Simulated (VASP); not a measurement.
A run of VASP 6.6.1:

The input INCAR:

```
PREC = Accurate
ENCUT = 600
EDIFF = 1E-7
ISMEAR = 1
SIGMA = 0.1
LREAL = False
LASPH = True
NELM = 80
ALGO = Normal
ISIF = 2
LWAVE = False
LCHARG = False
GGA = PE
IVDW = 12
IBRION = 2
NSW = 40
EDIFFG = -0.01
```

The input KPOINTS:

```
Automatic mesh
0
Gamma
  14 14 14
```

File POSCAR:

```
NbN                                     
1.0
    0.0000000000      2.2337157040      2.2337157040
    2.2337157040      0.0000000000      2.2337157040
    2.2337157040      2.2337157040      0.0000000000
  Nb              N             
     1     1
Direct
     0.5000000000000000    0.5000000000000000    0.5000000000000000
     0.0000000000000000    0.0000000000000000    0.0000000000000000
```

Potentials or basis: VASP PAW PBE potentials, release 64 (Nb_sv, N).

The run is started by

```console
$ cat potpaw_PBE.64/Nb_sv/POTCAR potpaw_PBE.64/N/POTCAR > POTCAR
$ mpirun -np 1 vasp_std > vasp.out
```

Hardware: 1 thread of Intel(R) Xeon(R) Platinum 8259CL CPU @ 2.50GHz (Skylake/Cascade Lake), on a shared host.

Q: Estimate the wall time of this run.

A: It took 42 s on 1 thread of Intel(R) Xeon(R) Platinum 8259CL CPU @ 2.50GHz (Skylake/Cascade Lake), with other jobs on the host, peak memory 0.19 GiB. Counts: scf iterations 15, k points 104, ion steps 1.
